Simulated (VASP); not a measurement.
# SnO2 (P4_2/mnm) in VASP: notebook

Runs on SnO2. Level: PBE. Tasks: single point, relaxation of cell and atoms.

All numbers are computed with VASP 6.6.1; they aren't measurements. Logs are shortened: lines on timing, memory, paths and dates and some standing lists are left out, and cuts for length are marked.

**1. The structure**

Symmetry: P4_2/mnm, No. 136, tetragonal system. The conventional cell has a = 4.823 Å, b = 4.823 Å, c = 3.241 Å, α = 90.00°, β = 90.00°, γ = 90.00°. Sn (site symmetry mmm) is surrounded by 6 O at 2.09 Å. O (site symmetry m2m) is surrounded by 3 Sn at 2.09 Å.

The cell is a database's computed one.

**2. Single point, PBE**

INCAR reads:

```
PREC     = Accurate       # precision mode
ENCUT    = 520            # plane-wave cutoff, eV
EDIFF    = 1E-6           # SCF threshold, eV
ISMEAR   = 0              # smearing method
SIGMA    = 0.1            # smearing width, eV
LREAL    = False          # projectors in reciprocal space
LASPH    = True           # aspherical terms in the spheres
NELM     = 100            # most SCF steps
ALGO     = Fast           # electronic algorithm
ISIF     = 2              # what is computed and relaxed
LWAVE    = False          # write WAVECAR
LCHARG   = False          # write CHGCAR
GGA      = PE             # functional
NBANDS   = 35             # bands
```

KPOINTS reads:

```
Automatic mesh
0
Gamma
  4 4 6
```

POSCAR reads:

```
SnO2
1.0
    4.8234121532      0.0000000000      0.0000000000
    0.0000000000      4.8234121532      0.0000000000
    0.0000000000      0.0000000000      3.2406036790
Sn O
2 4
Direct
    0.5000000000      0.5000000000      0.5000000000
    0.0000000000      0.0000000000      0.0000000000
    0.1936276829      0.8063723171      0.5000000000
    0.8063723171      0.1936276829      0.5000000000
    0.3063723171      0.3063723171      0.0000000000
    0.6936276829      0.6936276829      0.0000000000
```

Potentials or basis: VASP PAW PBE potentials, release 64 (Sn_d, O).

On the command line:

```bash
cat potpaw_PBE.64/Sn_d/POTCAR potpaw_PBE.64/O/POTCAR > POTCAR
mpirun -np 1 vasp_std > vasp.out
```

OUTCAR:

```text
PREC = Accurate
   ENCUT = 520
   EDIFF = 1E-6
   ISMEAR = 0
   LREAL = False
   LASPH = True
   NELM = 100
   ISIF = 2
   GGA = PE

 ion  position               nearest neighbor table
   1  0.500  0.500  0.500-   3 2.09   4 2.09   5 2.09   6 2.09   5 2.09   6 2.09
   2  0.000  0.000  0.000-   5 2.09   6 2.09   3 2.09   4 2.09   3 2.09   4 2.09
   3  0.194  0.806  0.500-   1 2.09   2 2.09   2 2.09
   4  0.806  0.194  0.500-   1 2.09   2 2.09   2 2.09
   5  0.306  0.306  0.000-   2 2.09   1 2.09   1 2.09
   6  0.694  0.694  0.000-   2 2.09   1 2.09   1 2.09

  LATTYP: Found a simple tetragonal cell.
 ALAT       =     4.8234121532
 C/A-ratio  =     0.6718488025

  Lattice vectors:

 A1 = (   4.8234121532,   0.0000000000,   0.0000000000)
 A2 = (   0.0000000000,   4.8234121532,   0.0000000000)
 A3 = (   0.0000000000,   0.0000000000,   3.2406036790)

Analysis of symmetry for initial positions (statically):
=====================================================================
 Subroutine PRICEL returns:
 Original cell was already a primitive cell.

 Routine SETGRP: Setting up the symmetry group for a
 simple tetragonal supercell.

 Subroutine GETGRP returns: Found 16 space group operations
 (whereof  8 operations were pure point group operations)
 out of a pool of 16 trial point group operations.

The static configuration has the point symmetry D_2h.
 The point group associated with its full space group is D_4h.

Analysis of symmetry for dynamics (positions and initial velocities):
=====================================================================
 Subroutine PRICEL returns:
 Original cell was already a primitive cell.

 Routine SETGRP: Setting up the symmetry group for a
 simple tetragonal supercell.

 Subroutine GETGRP returns: Found 16 space group operations
 (whereof  8 operations were pure point group operations)
 out of a pool of 16 trial point group operations.

The dynamic configuration has the point symmetry D_2h.
 The point group associated with its full space group is D_4h.

 Subroutine INISYM returns: Found 16 space group operations
 (whereof  8 operations are pure point group operations),
 and found     1 'primitive' translations

----------------------------------------------------------------------------------------

                                     Primitive cell

  volume of cell :      75.3936

  direct lattice vectors                    reciprocal lattice vectors
     4.823412153  0.000000000  0.000000000     0.207322113  0.000000000  0.000000000
     0.000000000  4.823412153  0.000000000     0.000000000  0.207322113  0.000000000
     0.000000000  0.000000000  3.240603679     0.000000000  0.000000000  0.308584480

  length of vectors
     4.823412153  4.823412153  3.240603679     0.207322113  0.207322113  0.308584480

  position of ions in fractional coordinates (direct lattice)
     0.500000000  0.500000000  0.500000000
     0.000000000  0.000000000  0.000000000
     0.193627683  0.806372317  0.500000000
     0.806372317  0.193627683  0.500000000
     0.306372317  0.306372317  0.000000000
     0.693627683  0.693627683  0.000000000

  ion indices of the primitive-cell ions
   primitive index   ion index
                 1           1
                 2           2
                 3           3
                 4           4
                 5           5
                 6           6

----------------------------------------------------------------------------------------

 KPOINTS: Automatic mesh

Automatic generation of k-mesh.
 Grid dimensions read from file:
 generate k-points for:    4    4    6

 Generating k-lattice:

  Cartesian coordinates                     Fractional coordinates (reciprocal lattice)
     0.051830528  0.000000000  0.000000000     0.250000000  0.000000000  0.000000000
     0.000000000  0.051830528  0.000000000     0.000000000  0.250000000  0.000000000
     0.000000000  0.000000000  0.051430747     0.000000000  0.000000000  0.166666667

  Length of vectors
     0.051830528  0.051830528  0.051430747

  Shift w.r.t. Gamma in fractional coordinates (k-lattice)
     0.000000000  0.000000000  0.000000000

 Subroutine IBZKPT returns following result:
 ===========================================

 Found     24 irreducible k-points:

 Following reciprocal coordinates:
            Coordinates               Weight
  0.000000  0.000000  0.000000      1.000000
  0.250000  0.000000  0.000000      4.000000
  0.500000  0.000000  0.000000      2.000000
  0.250000  0.250000  0.000000      4.000000
  0.500000  0.250000  0.000000      4.000000
  0.500000  0.500000  0.000000      1.000000
[... 16 lines left out ...]
  0.500000  0.250000  0.500000      4.000000
  0.500000  0.500000  0.500000      1.000000
   k-points           NKPTS =     24   k-points in BZ     NKDIM =     24   number of bands    NBANDS=     35
   number of dos      NEDOS =    301   number of ions     NIONS =      6
   total plane-waves  NPLWV =  31104
[... 54 lines left out ...]

 number of electron      52.0000002 magnetization

 Free energy of the ion-electron system (eV)
  ---------------------------------------------------
  ext. energy  EPLUGINS =         0.00000000
  ---------------------------------------------------
  free energy    TOTEN  =       -37.30908643 eV

  energy without entropy =      -37.30908641  energy(sigma->0) =      -37.30908642

 E-fermi :   5.8776     XC(G=0): -10.9815

 val. band max:        5.5435991022   @ k =   0.0000   0.0000   0.0000
 cond. band min:       6.2116243603   @ k =   0.0000   0.0000   0.0000
 fundamental gap:      0.6680252581
 Fermi energy:         5.8775932070

 k-point     1 :       0.0000    0.0000    0.0000
  band No.  band energies     occupation
      1     -15.4936      2.00000
      2     -14.8235      2.00000
      3     -14.6350      2.00000
      4     -14.6072      2.00000
      5     -14.6072      2.00000
      6     -14.5443      2.00000
[... 27 lines left out ...]
     34      17.6394      0.00000
     35      17.8357      0.00000

 k-point     2 :       0.2500    0.0000    0.0000
  band No.  band energies     occupation
      1     -15.4100      2.00000
      2     -14.9226      2.00000
      3     -14.6333      2.00000
      4     -14.6042      2.00000
      5     -14.6040      2.00000
      6     -14.5940      2.00000
[... 27 lines left out ...]
     34      17.4178      0.00000
     35      17.8011      0.00000

 k-point     3 :       0.5000    0.0000    0.0000
  band No.  band energies     occupation
      1     -15.1834      2.00000
      2     -15.1834      2.00000
      3     -14.6257      2.00000
      4     -14.6257      2.00000
      5     -14.6009      2.00000
      6     -14.6009      2.00000
[... 27 lines left out ...]
     34      17.7249      0.00000
     35      17.7468      0.00000

 k-point     4 :       0.2500    0.2500    0.0000
  band No.  band energies     occupation
      1     -15.3632      2.00000
      2     -15.0218      2.00000
      3     -14.6286      2.00000
      4     -14.6081      2.00000
      5     -14.6057      2.00000
      6     -14.6009      2.00000
[... 27 lines left out ...]
     34      17.3521      0.00000
     35      17.7450      0.00000

 k-point     5 :       0.5000    0.2500    0.0000
  band No.  band energies     occupation
      1     -15.2189      2.00000
      2     -15.2189      2.00000
      3     -14.6186      2.00000
      4     -14.6186      2.00000
      5     -14.6051      2.00000
      6     -14.6051      2.00000
[... 638 lines left out ...]
 k-point    22 :       0.2500    0.2500    0.5000
  band No.  band energies     occupation
      1     -15.4310      2.00000
      2     -15.2774      2.00000
      3     -14.8659      2.00000
      4     -14.6209      2.00000
      5     -14.4990      2.00000
      6     -14.4976      2.00000
[... 27 lines left out ...]
     34      17.1618      0.00000
     35      17.7727      0.00000

 k-point    23 :       0.5000    0.2500    0.5000
  band No.  band energies     occupation
      1     -15.3701      2.00000
      2     -15.3701      2.00000
      3     -14.7356      2.00000
      4     -14.7356      2.00000
      5     -14.4973      2.00000
      6     -14.4973      2.00000
[... 27 lines left out ...]
     34      16.6147      0.00000
     35      18.0611      0.00000

 k-point    24 :       0.5000    0.5000    0.5000
  band No.  band energies     occupation
      1     -15.2824      2.00000
      2     -15.2824      2.00000
      3     -14.8712      2.00000
      4     -14.8712      2.00000
      5     -14.4940      2.00000
      6     -14.4940      2.00000
[... 27 lines left out ...]
     34      16.1587      0.00000
     35      18.3865      0.00000

------------------------ aborting loop because EDIFF is reached ----------------------------------------

  FORCE on cell =-STRESS in cart. coord.  units (eV):
  Direction    XX          YY          ZZ          XY          YZ          ZX
  --------------------------------------------------------------------------------------
  -------------------------------------------------------------------------------------
  Total        0.2608137      0.2608137      0.2500928      0.0000000      0.0000000      0.0000000
  in kB        5.5425078      5.5425078      5.3146789      0.0000000      0.0000000      0.0000000
  external PRESSURE =       5.4665649 kB  Pullay stress =       0.0000000 kB

 VOLUME and BASIS-vectors are now :
 -----------------------------------------------------------------------------
  energy-cutoff  :      520.00
  volume of cell :       75.39
      direct lattice vectors                 reciprocal lattice vectors
     4.823412153  0.000000000  0.000000000     0.207322113  0.000000000  0.000000000
     0.000000000  4.823412153  0.000000000     0.000000000  0.207322113  0.000000000
     0.000000000  0.000000000  3.240603679     0.000000000  0.000000000  0.308584480

 POSITION                                       TOTAL-FORCE (eV/Angst)
 -----------------------------------------------------------------------------------
      2.41171      2.41171      1.62030         0.000000      0.000000     -0.000000
      0.00000      0.00000      0.00000         0.000000      0.000000     -0.000000
      0.93395      3.88947      1.62030        -0.009185      0.009185      0.000000
      3.88947      0.93395      1.62030         0.009185     -0.009185     -0.000000
      1.47776      1.47776      0.00000         0.009185      0.009185      0.000000
      3.34565      3.34565      0.00000        -0.009185     -0.009185     -0.000000
 -----------------------------------------------------------------------------------
    total drift:                                0.000000      0.000000      0.000000

  FREE ENERGIE OF THE ION-ELECTRON SYSTEM (eV)
  ---------------------------------------------------
  free  energy   TOTEN  =       -37.3090864295 eV

  energy  without entropy=      -37.3090864127  energy(sigma->0) =      -37.30908642
```

Wall time 51 s (1 thread of Intel Xeon Platinum 8488C (Sapphire Rapids), shared host); peak memory 0.19 GiB.

Results:

```
Free energy            : -37.3091 eV
Pressure               : 0.5 GPa
Largest force          : 0.013 eV/Å
Band gap on the k mesh : 0.67 eV, direct
```

Forces in eV/Å, atoms in the order of the input:
```
Sn   0.000  0.000  0.000
Sn   0.000  0.000  0.000
O   -0.009  0.009  0.000
O    0.009 -0.009  0.000
O    0.009  0.009  0.000
O   -0.009 -0.009  0.000
```

Caveat: spin-orbit coupling is left out, which moves the levels of the heavy elements.

**3. Relaxation of cell and atoms, PBE**

This run uses another cell than the first one, of 12.14 Å³/atom, 0.966 times its volume.

INCAR reads:

```
PREC = Accurate
ENCUT = 600
EDIFF = 1E-7
ISMEAR = 0
SIGMA = 0.1
LREAL = F
LASPH = T
NELM = 100
ALGO = Normal
ISIF = 3
LWAVE = F
LCHARG = F
GGA = PE
IBRION = 2
NSW = 60
EDIFFG = -0.04
```

KPOINTS reads:

```
regular mesh
0
Gamma
  4 4 6
```

POSCAR reads:

```
SnO2
1.0
    4.7648181900      0.0000000000      0.0000000000
    0.0000000000      4.7648181900      0.0000000000
    0.0000000000      0.0000000000      3.2074997400
Sn O
2 4
Direct
    0.5000000000      0.5000000000      0.5000000000
    0.0000000000      0.0000000000      0.0000000000
    0.1940277100      0.8059722800      0.5000000000
    0.8059722800      0.1940277100      0.5000000000
    0.3059723100      0.3059723100      0.0000000000
    0.6940277200      0.6940277200      0.0000000000
```

Potentials or basis: VASP PAW PBE potentials, release 64 (Sn_d, O).

On the command line:

```bash
cat potpaw_PBE.64/Sn_d/POTCAR potpaw_PBE.64/O/POTCAR > POTCAR
mpirun -np 1 vasp_std > vasp.out
```

Run time: 2.2 min. Hardware: 1 thread of Intel Xeon Platinum 8488C (Sapphire Rapids), shared host; peak memory 0.23 GiB.

Results (log left out):

| Quantity | Value |
| --- | --- |
| Free energy | -37.3128 eV |
| Relaxed volume | 12.59 Å³/atom |
| Relaxed cell | a = 4.826 Å, b = 4.826 Å, c = 3.245 Å, α = 90.00°, β = 90.00°, γ = 90.00° |
| Space group after relaxing (to 0.05 Å) | P4_2/mnm (No. 136) |
| Energy gained by relaxing | 10.0 meV/atom |
| Ionic steps | 5 |
| Pressure after relaxing | 0.1 GPa |
| Largest force after relaxing | 0.011 eV/Å |
| Band gap on the k mesh | 0.64 eV, direct |

Forces on the atoms (eV/Å):
```
Sn   0.000  0.000  0.000
Sn   0.000  0.000  0.000
O   -0.007  0.007  0.000
O    0.007 -0.007  0.000
O    0.007  0.007  0.000
O   -0.007 -0.007  0.000
```

Stress tensor (GPa, compression positive):
```
 0.21  0.00  0.00
 0.00  0.21  0.00
 0.00  0.00 -0.10
```

The path:
```tsv
step	energy change (eV)	largest force (eV/Å)	pressure (GPa)	volume (Å³)
1	0.0000	0.0403	7.26	72.82
2	0.0190	0.2345	-6.96	78.77
3	-0.0583	0.1008	0.03	75.49
4	-0.0583	0.0982	0.15	75.43
5	-0.0601	0.0105	0.11	75.55
```

Final structure:
```
CELL_PARAMETERS angstrom
4.82550 0.00000 0.00000
0.00000 4.82550 0.00000
0.00000 0.00000 3.24452
ATOMIC_POSITIONS crystal
Sn 0.50000 0.50000 0.50000
Sn 0.00000 0.00000 0.00000
O 0.19354 0.80646 0.50000
O 0.80646 0.19354 0.50000
O 0.30646 0.30646 0.00000
O 0.69354 0.69354 0.00000
```

Levels at points of the mesh, in eV from the valence-band top:
| k point | band 24 | band 25 | band 26 | band 27 | band 28 | band 29 |
| --- | --- | --- | --- | --- | --- | --- |
| (0.00, 0.00, 0.00) | -0.74 | -0.74 | 0.00 | 0.64 | 5.66 | 6.04 |
| (0.50, 0.00, 0.00) | -1.21 | -0.60 | -0.60 | 3.86 | 3.86 | 6.78 |
| (0.50, 0.50, 0.00) | -1.33 | -0.85 | -0.85 | 4.25 | 4.25 | 7.13 |
| (0.00, 0.00, 0.50) | -1.53 | -1.18 | -1.18 | 5.57 | 5.57 | 9.36 |
| (0.50, 0.00, 0.50) | -1.01 | -0.75 | -0.75 | 5.83 | 5.83 | 7.60 |
| (0.50, 0.50, 0.50) | -0.91 | -0.78 | -0.78 | 4.33 | 4.33 | 8.61 |

Caveat: spin-orbit coupling is left out, which moves the levels of the heavy elements. As with any semilocal functional, this PBE gap is likely too small.

**4. Single point, PBE**

This run uses another cell than the first one, of 12.14 Å³/atom, 0.966 times its volume.

INCAR reads:

```
PREC = Accurate
ENCUT = 520
EDIFF = 1E-6
ISMEAR = 0
SIGMA = 0.1
LREAL = F
LASPH = T
NELM = 100
ALGO = Normal
ISIF = 2
LWAVE = F
LCHARG = T
GGA = PE
LELF = T
LVHAR = T
NBANDS = 35
```

KPOINTS reads:

```
Automatic mesh
0
Gamma
  4 4 6
```

POSCAR is that of step 3.

On the command line:

```bash
cat potpaw_PBE.64/Sn_d/POTCAR potpaw_PBE.64/O/POTCAR > POTCAR
mpirun -np 1 vasp_std > vasp.out
```

It took 27 s on 1 thread of Intel Xeon Platinum 8488C (Sapphire Rapids), shared host; peak memory 0.19 GiB.

The run converged. Its results:

| Item | Value |
| --- | --- |
| Free energy | -37.2430 eV |
| Pressure | 7.4 GPa |
| Largest force | 0.041 eV/Å |
| Band gap on the k mesh | 1.04 eV, direct |

Forces in eV/Å, atoms in the order of the input:
```
Sn   0.000  0.000  0.000
Sn   0.000  0.000  0.000
O    0.029 -0.029  0.000
O   -0.029  0.029  0.000
O   -0.029 -0.029  0.000
O    0.029  0.029  0.000
```

Stress tensor (GPa, compression positive):
```
6.97 0.00 0.00
0.00 6.97 0.00
0.00 0.00 8.41
```

Levels at points of the mesh, in eV from the valence-band top:
| k point | band 23 | band 24 | band 25 | band 26 | band 27 | band 28 | band 29 | band 30 |
| --- | --- | --- | --- | --- | --- | --- | --- | --- |
| (0.00, 0.00, 0.00) | -1.25 | -0.77 | -0.77 | 0.00 | 1.04 | 6.01 | 6.23 | 6.23 |
| (0.50, 0.00, 0.00) | -1.20 | -1.20 | -0.62 | -0.62 | 4.24 | 4.24 | 6.99 | 6.99 |
| (0.50, 0.50, 0.00) | -1.33 | -1.33 | -0.89 | -0.89 | 4.66 | 4.66 | 7.40 | 7.40 |
| (0.00, 0.00, 0.50) | -1.62 | -1.62 | -1.23 | -1.23 | 5.98 | 5.98 | 9.63 | 9.63 |
| (0.50, 0.00, 0.50) | -1.07 | -1.07 | -0.72 | -0.72 | 6.25 | 6.25 | 7.92 | 7.92 |
| (0.50, 0.50, 0.50) | -0.94 | -0.94 | -0.82 | -0.82 | 4.67 | 4.67 | 8.82 | 8.82 |

Caveat: spin-orbit coupling is left out, which moves the levels of the heavy elements.

**5. Summary**

```csv
task,cell,cutoff (eV),gap on the mesh (eV),pressure (GPa),largest force (eV/Å)
single point,"P4_2/mnm, 12.57 Å³/atom",520,0.67,0.5,0.01
relaxation of cell and atoms,relaxed,600,0.64,0.1,0.01
single point,"P4_2/mnm, 12.14 Å³/atom",520,1.04,7.4,0.04
```

Alike in all rows: level PBE; potentials or basis VASP PAW PBE potentials, release 64 (Sn_d, O); no spin polarisation; k mesh 4 × 4 × 6; smearing gaussian 0.1 eV.

Caveats: spin-orbit coupling is left out, which moves the levels of the heavy elements.

Absolute energies hang on the potentials; compare differences alone.
